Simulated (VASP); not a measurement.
Crystal: BP.

```
CELL_PARAMETERS angstrom
0.00000 2.26900 2.26900
2.26900 0.00000 2.26900
2.26900 2.26900 0.00000
ATOMIC_POSITIONS crystal
B 0.00000 0.00000 0.00000
P 0.25000 0.25000 0.25000
```

```yaml
Program: VASP 6.6.1
Task: relaxation of cell and atoms
Functional: LDA
Potentials_or_basis: VASP PAW LDA potentials, release 64 (B, P)
Cutoff: 600 eV
k_mesh: 10 × 10 × 10
Occupations: gaussian, width 0.03 eV
Spin: no spin polarisation
```

At the start: pressure -5.3 GPa; volume 11.68 Å³/atom.

Q: How do energy, volume and symmetry change on relaxing?

A: Over 3 steps the energy falls by 6.3 meV/atom and the volume is 11.31 Å³/atom (-3.2 %); space group F-43m (No. 216, to 0.05 Å).

The path:
| step | energy change (eV) | largest force (eV/Å) | pressure (GPa) | volume (Å³) |
| --- | --- | --- | --- | --- |
| 1 | 0.0000 | 0.0000 | -5.32 | 23.36 |
| 2 | -0.0051 | 0.0000 | 4.50 | 22.08 |
| 3 | -0.0126 | 0.0000 | -0.01 | 22.63 |

Final structure:
```
CELL_PARAMETERS angstrom
0.00000 2.24486 2.24486
2.24486 0.00000 2.24486
2.24486 2.24486 0.00000
ATOMIC_POSITIONS crystal
B 0.00000 0.00000 0.00000
P 0.25000 0.25000 0.25000
```
